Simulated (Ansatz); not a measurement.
Crystal: Bi2Te2Se.

```
CELL_PARAMETERS angstrom
2.16097 1.24764 10.58557
-2.16097 1.24764 10.58557
0.00000 -2.49527 10.58557
ATOMIC_POSITIONS crystal
Bi 0.39172 0.39172 0.39172
Bi 0.60828 0.60828 0.60828
Te 0.78040 0.78040 0.78040
Te 0.21960 0.21960 0.21960
Se 0.00000 0.00000 0.00000
```

The cell is a database's computed one.

| Property | Result |
| --- | --- |
| Program | Ansatz 0.2.0 |
| Task | relaxation of cell and atoms |
| Functional | PBE |
| Dispersion | D3(BJ)-ATM |
| Potentials or basis | Ansatz PAW |
| Cutoff | 420 eV (not typed: the program's choice for these potentials) |
| k mesh | 7 × 7 × 7 |
| Occupations | fermi-dirac, width 0.05 eV |
| Spin | no spin polarisation |

At the start: volume 34.25 Å³/atom.

Where does the relaxation end?

It ends after 5 steps and the volume is 31.93 Å³/atom (-6.8 %); space group R-3m (No. 166, to 0.05 Å).

Step by step:
| step | energy change (eV) | largest force (eV/Å) | volume (Å³) |
| --- | --- | --- | --- |
| 1 | 0.0000 | 0.1281 | 171.24 |
| 2 | -0.0508 | 0.1312 | 160.13 |
| 3 | -0.0682 | 0.0117 | 159.25 |
| 4 | -0.0735 | 0.0065 | 159.65 |
| 5 | -0.0718 | 0.0063 | 159.65 |

Final structure:
```xyz
5
Lattice="2.1520 1.2424 9.9521 -2.1520 1.2424 9.9521 0.0000 -2.4849 9.9521" Properties=species:S:1:pos:R:3 pbc="T T T"
Bi    0.0000    0.0000   11.7874
Bi    0.0000    0.0000   18.0687
Te    0.0000    0.0000   23.5129
Te    0.0000    0.0000    6.3432
Se    0.0000    0.0000    0.0000
```

Caveat: the plane-wave basis is chosen anew once the cell has moved, so the energies of steps on either side of that aren't comparable.
